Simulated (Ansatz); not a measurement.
# CdS: how the settings move a single-point run

Aim: see which settings change the result for CdS, by how much, and at what cost.

The COD entry's cell or inner coordinates are ideal or old and differ from later refinements, so a difference from it is no clean test against experiment.

Method: reference: DFT, LDA, PAW with Ansatz's default frozen-core files, scalar-relativistic, in Ansatz 0.2.0.

### 1 The system as given

It takes space group F-43m (No. 216, cubic). The conventional cell has a = 5.820 Å, b = 5.820 Å, c = 5.820 Å, α = 90.00°, β = 90.00°, γ = 90.00°. Cd (site symmetry -43m) has 4 S at 2.52 Å in its first shell of neighbours. S (site symmetry -43m) is surrounded by 4 Cd at 2.52 Å.

Coordinates:

```xyz
2
Lattice="0.0000 2.9100 2.9100 2.9100 0.0000 2.9100 2.9100 2.9100 0.0000" Properties=species:S:1:pos:R:3 pbc="T T T"
Cd    0.0000    0.0000    0.0000
S     4.3650    4.3650    4.3650
```

### 2 The reference run

Input file input.yaml:

```yaml
crystal:
  lattice:
    - [0.0, 2.91, 2.91]
    - [2.91, 0.0, 2.91]
    - [2.91, 2.91, 0.0]
  atoms:
    - { symbol: Cd, position: [0.0, 0.0, 0.0] }
    - { symbol: S, position: [0.75, 0.75, 0.75] }
kpoints:
  mp_grid: { grid: [9, 9, 9] }
  band_path:
    path:
      - [0.0, 0.0, 0.0]
      - [-0.5, -0.5, 0.0]
      - [-0.375, -0.375, 0.25]
      - [-0.375, 0.0, 0.375]
      - [0.0, 0.0, 0.0]
      - [0.0, 0.0, 0.5]
      - [-0.5, -0.25, 0.25]
      - [-0.5, -0.5, 0.0]
    npoints: 5
scf:
  occupations: { method: fermi_dirac, width: 0.03 }
hamiltonian:
  xc: lda
  pseudopotentials: { kind: paw }
output:
  forces: true
  stress: true
  eigenvalues: true
  efg: { contact_densities: true }
  write_density: true
  write_potential: true
  elf: true
  volumetric_format: npy
```

Run with:

```
ansatz run input.yaml --threads 1 --pin off --max-ram 2048MiB --backend cpu --events-out ev --progress --plain --runs-dir out
```

### 3 Changed: occupations.method cold, occupations.width 0.2, xc_grid 4

Edit input.yaml of step 2 so:

```diff
@@ -22,3 +22,3 @@
 scf:
-  occupations: { method: fermi_dirac, width: 0.03 }
+  occupations: { method: cold, width: 0.2 }
 hamiltonian:
@@ -35 +35,3 @@
   volumetric_format: npy
+basis:
+  xc_grid: 4
```

Q: Predict the outcome of this session. Wanted: for each run, ending; energy change; pressure; gap; force.

**Answer**, as computed:

```csv
run,ending,energy change,pressure (GPa),gap (eV),force (eV/Å),cycles,time
reference,converged,0,-2.1,0.88,0.00,6,7.8 s
"1: occupations.method cold, occupations.width 0.2, xc_grid 4",converged,0.0 meV/atom (σ→0),-2.1,0.88,0.00,8,7.8 s
```

Residual by cycle in the longest SCF loop of each run; runs are numbered as in the table. The quantity is the density residual dr2, in eV.

```csv
cycle,reference,run 1
1,0.0345,0.0345
2,0.00141,0.00141
3,2.9e-4,2.9e-4
4,8.8e-7,8.9e-7
5,5.0e-7,2.6e-7
6,9.7e-9,9.9e-9
7,-,9.7e-10
8,-,2.3e-10
```

**Reading.** Changing the smearing and numerical grids hardly moves the energy: 0.0 meV/atom.

The gaps are Kohn-Sham values of a semilocal functional, not quasiparticle or optical gaps. Such gaps usually fall short of the measured ones.
